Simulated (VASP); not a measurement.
# WC (Qusongite) (P-6m2) in VASP: a series of runs

The runs below take WC (Qusongite) through single point, with r2SCAN.

Program: VASP 6.6.1. These are calculated values, not measurements. Logs are shortened: lines on timing, memory, paths and dates and some standing lists are left out, and cuts for length are marked.

## (1) The crystal as given

The structure is hexagonal, space group P-6m2 (No. 187). Conventional cell: a = 2.912 Å, b = 2.912 Å, c = 2.836 Å, α = 90.00°, β = 90.00°, γ = 120.00°. W (site symmetry -6m2) has 6 C at 2.20 Å as nearest neighbours. C (site symmetry -6m2) is surrounded by 6 W at 2.20 Å.

## (2) Single point, r2SCAN

POSCAR

```
WC
1.0
    2.9120972986      0.0000000000      0.0000000000
   -1.4560486493      2.5219502389      0.0000000000
    0.0000000000      0.0000000000      2.8361125442
W C
1 1
Direct
    0.0000000000      0.0000000000      0.0000000000
    0.6666666667      0.3333333333      0.5000000000
```

INCAR.step1

```
  PREC = Accurate
  ENCUT = 520
  ISMEAR = -5
  SIGMA = 0.1
  LREAL = F
  LASPH = T
  NELM = 100
  LMAXMIX = 4
  NBANDS = 16
  GGA = PE
  ALGO = Normal
  EDIFF = 1E-4
  LWAVE = T
  LCHARG = F
```

INCAR.step2

```
  PREC = Accurate
  ENCUT = 520
  EDIFF = 1E-6
  ISMEAR = 0
  SIGMA = 0.1
  LREAL = F
  LASPH = T
  NELM = 100
  ALGO = Normal
  ISIF = 2
  LWAVE = F
  LCHARG = F
  LMAXMIX = 4
  METAGGA = R2SCAN
  LMIXTAU = T
  LORBIT = 10
  NBANDS = 16
  ISTART = 1
```

KPOINTS

```
Automatic mesh
0
Gamma
  18 18 14
```

Potentials or basis: VASP PAW PBE potentials, release 64 (W_sv, C).

On the command line:

```
> cat potpaw_PBE.64/W_sv/POTCAR potpaw_PBE.64/C/POTCAR > POTCAR
> cp INCAR.step1 INCAR
> mpirun -np 1 vasp_std > vasp.out
> cp INCAR.step2 INCAR
> mpirun -np 1 vasp_std > vasp.out
```

OUTCAR:

```text
PREC = Accurate
   ENCUT = 520
   EDIFF = 1E-6
   ISMEAR = 0
   LREAL = F
   LASPH = T
   NELM = 100
   ISIF = 2
   METAGGA = R2SCAN
   LORBIT = 10
   ISTART = 1

 ion  position               nearest neighbor table
   1  0.000  0.000  0.000-   2 2.20   2 2.20   2 2.20   2 2.20   2 2.20   2 2.20
   2  0.667  0.333  0.500-   1 2.20   1 2.20   1 2.20   1 2.20   1 2.20   1 2.20

  LATTYP: Found a hexagonal cell.
 ALAT       =     2.9120972986
 C/A-ratio  =     0.9739072062

  Lattice vectors:

 A1 = (   2.9120972986,   0.0000000000,   0.0000000000)
 A2 = (  -1.4560486493,   2.5219502389,   0.0000000000)
 A3 = (   0.0000000000,   0.0000000000,   2.8361125442)

Analysis of symmetry for initial positions (statically):
=====================================================================
 Subroutine PRICEL returns:
 Original cell was already a primitive cell.

 Routine SETGRP: Setting up the symmetry group for a
 hexagonal supercell.

 Subroutine GETGRP returns: Found 12 space group operations
 (whereof 12 operations were pure point group operations)
 out of a pool of 24 trial point group operations.

The static configuration has the point symmetry D_3h.

Analysis of symmetry for dynamics (positions and initial velocities):
=====================================================================
 Subroutine PRICEL returns:
 Original cell was already a primitive cell.

 Routine SETGRP: Setting up the symmetry group for a
 hexagonal supercell.

 Subroutine GETGRP returns: Found 12 space group operations
 (whereof 12 operations were pure point group operations)
 out of a pool of 24 trial point group operations.

The dynamic configuration has the point symmetry D_3h.

 Subroutine INISYM returns: Found 12 space group operations
 (whereof 12 operations are pure point group operations),
 and found     1 'primitive' translations

----------------------------------------------------------------------------------------

                                     Primitive cell

  volume of cell :      20.8289

  direct lattice vectors                    reciprocal lattice vectors
     2.912097299  0.000000000  0.000000000     0.343395120  0.198259265  0.000000000
    -1.456048649  2.521950239  0.000000000     0.000000000  0.396518529  0.000000000
[... 91 lines left out ...]
   ISIF   =      2    stress and relaxation
   ISYM   =      2    0-nonsym 1-usesym 2-fastsym
   POTIM  = 0.5000    time-step for ionic-motion
   TEBEG  =    0.0;   TEEND  =   0.0 temperature during run
   PSTRESS=    0.0 pullay stress
   NELECT =      18.0000    total number of electrons
   NUPDOWN=      -1.0000    fix difference up-down
   EMIN   =  10.00;   EMAX   =-10.00  energy-range for DOS
   EFERMI =   0.00;   METHOD = LEGACY
   ISMEAR =     0;   SIGMA  =   0.10  broadening in eV -4-tet -1-fermi 0-gaus
   EFERMI_NEDOS =   21; number of points for ismear=-14 and -15
   IALGO  =     38    algorithm
   IMIX   =      4    mixing-type and parameters
     AMIX     =   0.40;   BMIX     =  1.00
     AMIX_MAG =   1.60;   BMIX_MAG =  1.00
  volume/ion in A,a.u.               =      10.41        70.28
  Fermi-wavevector in a.u.,A,eV,Ry     =   1.559350  2.946745 33.083568  2.431574
  Thomas-Fermi vector in A             =   2.662722
   LORBIT       =     10    0 simple, 1 ext, 2 COOP (PROOUT), +10 PAW based schemes
   METAGGA = R2SCAN    functional components
   LHFCALC =     F    Hartree Fock is set to
   AEXX    =    0.0000 exact exchange contribution
   IVDW    =     0    specifies the selected vdW correction
   LEPSILON=     F    determine dielectric tensor
   LRPA    =     F    only Hartree local field effects (RPA)
 non-spin polarized calculation
 Gauss-broadening in eV      SIGMA  =   0.10
  energy-cutoff  :      520.00
  volume of cell :       20.83
 maximum number of plane-waves:       581
 NGX is ok and might be reduce to    24

 number of electron      18.0000001 magnetization

 Free energy of the ion-electron system (eV)
  ---------------------------------------------------
  ext. energy  EPLUGINS =         0.00000000
  ---------------------------------------------------
  free energy    TOTEN  =       -61.61319132 eV

  energy without entropy =      -61.61177156  energy(sigma->0) =      -61.61248144

 E-fermi :  10.8956     XC(G=0): -14.9462

 val. band max:       10.8769979692   @ k =   0.0556  -0.0000   0.2857
 cond. band min:      10.9056474084   @ k =   0.0556  -0.0000   0.2143
 fundamental gap:      0.0286494392
 Fermi energy:        10.8956055883

 k-point     1 :       0.0000    0.0000    0.0000
  band No.  band energies     occupation
      1     -65.0427      2.00000
      2     -28.3449      2.00000
      3     -28.2466      2.00000
      4     -28.2466      2.00000
      5      -4.3023      2.00000
      6       6.4434      2.00000
[... 433 lines left out ...]
      3     -28.5018      2.00000
      4     -28.2289      2.00000
      5      -0.8812      2.00000
      6       3.7648      2.00000
[... 8 lines left out ...]
     15      25.5487      0.00000
     16      29.3935      0.00000

 [... further k-points ...]

------------------------ aborting loop because EDIFF is reached ----------------------------------------

  FORCE on cell =-STRESS in cart. coord.  units (eV):
  Direction    XX          YY          ZZ          XY          YZ          ZX
  --------------------------------------------------------------------------------------
  -------------------------------------------------------------------------------------
  Total        0.2332567      0.2332567      0.2785886      0.0000000      0.0000000      0.0000000
  in kB       17.9423286     17.9423286     21.4293020      0.0000000      0.0000000      0.0000000
  external PRESSURE =      19.1046531 kB  Pullay stress =       0.0000000 kB

 VOLUME and BASIS-vectors are now :
 -----------------------------------------------------------------------------
  energy-cutoff  :      520.00
  volume of cell :       20.83
      direct lattice vectors                 reciprocal lattice vectors
     2.912097299  0.000000000  0.000000000     0.343395120  0.198259265  0.000000000
    -1.456048649  2.521950239  0.000000000     0.000000000  0.396518529  0.000000000
     0.000000000  0.000000000  2.836112544     0.000000000  0.000000000  0.352595316

 POSITION                                       TOTAL-FORCE (eV/Angst)
 -----------------------------------------------------------------------------------
      0.00000      0.00000      0.00000         0.000000      0.000000      0.000000
      1.45605      0.84065      1.41806        -0.000000     -0.000000      0.000000
 -----------------------------------------------------------------------------------
    total drift:                               -0.000000      0.000000      0.000000

  FREE ENERGIE OF THE ION-ELECTRON SYSTEM (eV)
  ---------------------------------------------------
  free  energy   TOTEN  =       -61.6131913153 eV

  energy  without entropy=      -61.6117715592  energy(sigma->0) =      -61.61248144

 total charge

# of ion       s       p       d       tot
------------------------------------------
    1        2.340   6.428   3.375  12.143
    2        0.870   1.571   0.000   2.441
--------------------------------------------------
tot          3.211   7.999   3.375  14.584
```

OUTCAR.step1:

```text
PREC = Accurate
   ENCUT = 520
   ISMEAR = -5
   LREAL = F
   LASPH = T
   NELM = 100
[... 680 lines left out ...]
 -----------------------------------------------------------------------------------
      0.00000      0.00000      0.00000         0.000000     -0.000000      0.000000
      1.45605      0.84065      1.41806         0.000000      0.000000      0.000000
 -----------------------------------------------------------------------------------
    total drift:                               -0.000000      0.000000      0.000000

  FREE ENERGIE OF THE ION-ELECTRON SYSTEM (eV)
  ---------------------------------------------------
  free  energy   TOTEN  =       -22.4447368432 eV

  energy  without entropy=      -22.4447368432  energy(sigma->0) =      -22.44473684
```

Run time: 3 min. Hardware: 1 thread of Intel Xeon Platinum 8259CL at 2.50GHz (Skylake/Cascade Lake), shared host; peak memory 0.23 GiB.

Results:

| Item | Value |
| --- | --- |
| Free energy | -61.6132 eV |
| Pressure | 1.9 GPa |
| Band gap on the k mesh | none (metal or under the smearing width) |
| Valence electrons inside the program's atomic spheres | W 12.14; C 2.44 |

Stress tensor (GPa, compression positive):
```
1.79 0.00 0.00
0.00 1.79 0.00
0.00 0.00 2.14
```

Caveat: the PAW data sets were made with another functional, which shifts forces and pressure a little.

## (3) Single point, r2SCAN

POSCAR is that of step 2.

INCAR.step1

```
PREC     = Accurate       # precision mode
ENCUT    = 520            # plane-wave cutoff, eV
ISMEAR   = 0              # smearing method
SIGMA    = 0.1            # smearing width, eV
LREAL    = False          # projectors in reciprocal space
LASPH    = True           # aspherical terms in the spheres
NELM     = 100            # most SCF steps
NBANDS   = 16             # bands
GGA      = PE             # functional
ALGO     = Normal         # electronic algorithm
EDIFF    = 1E-4           # SCF threshold, eV
LWAVE    = True           # write WAVECAR
LCHARG   = False          # write CHGCAR
```

INCAR.step2

```
PREC     = Accurate       # precision mode
ENCUT    = 520            # plane-wave cutoff, eV
EDIFF    = 1E-7           # SCF threshold, eV
ISMEAR   = 0              # smearing method
SIGMA    = 0.1            # smearing width, eV
LREAL    = False          # projectors in reciprocal space
LASPH    = True           # aspherical terms in the spheres
NELM     = 100            # most SCF steps
ALGO     = Normal         # electronic algorithm
ISIF     = 2              # what is computed and relaxed
LWAVE    = False          # write WAVECAR
LCHARG   = False          # write CHGCAR
METAGGA  = R2SCAN         # meta-GGA
LMIXTAU  = True         
NBANDS   = 16             # bands
ISTART   = 1
```

KPOINTS is that of step 2.

Potentials or basis: VASP PAW PBE potentials, release 64 (W_sv, C).

On the command line:

```
> cat potpaw_PBE.64/W_sv/POTCAR potpaw_PBE.64/C/POTCAR > POTCAR
> cp INCAR.step1 INCAR
> mpirun -np 1 vasp_std > vasp.out
> cp INCAR.step2 INCAR
> mpirun -np 1 vasp_std > vasp.out
```

Run time: 4.2 min. Hardware: 1 thread of Intel Xeon Platinum 8259CL at 2.50GHz (Skylake/Cascade Lake), shared host; peak memory 0.22 GiB.

Results (log left out):

- Free energy: -61.6132 eV
- Pressure: 1.9 GPa
- Band gap on the k mesh: none (metal or under the smearing width)

Stress tensor (GPa, compression positive):
```
1.81 0.00 0.00
0.00 1.81 0.00
0.00 0.00 2.18
```

Levels at points of the mesh, in eV from the Fermi level:
```csv
k point,band 7,band 8,band 9,band 10,band 11,band 12
"(0.00, 0.00, 0.00)",-3.47,-3.47,0.14,3.42,3.42,5.97
"(0.50, 0.00, 0.00)",-3.71,-3.66,-0.50,2.51,4.72,5.09
"(0.00, 0.00, 0.50)",-2.09,-2.09,-0.55,-0.55,3.86,4.84
"(0.50, 0.00, 0.50)",-4.47,-4.34,0.23,4.59,5.49,6.96
```

Caveat: the PAW data sets were made with another functional, which shifts forces and pressure a little. The run has no spin-orbit coupling, so splittings on W are missing.
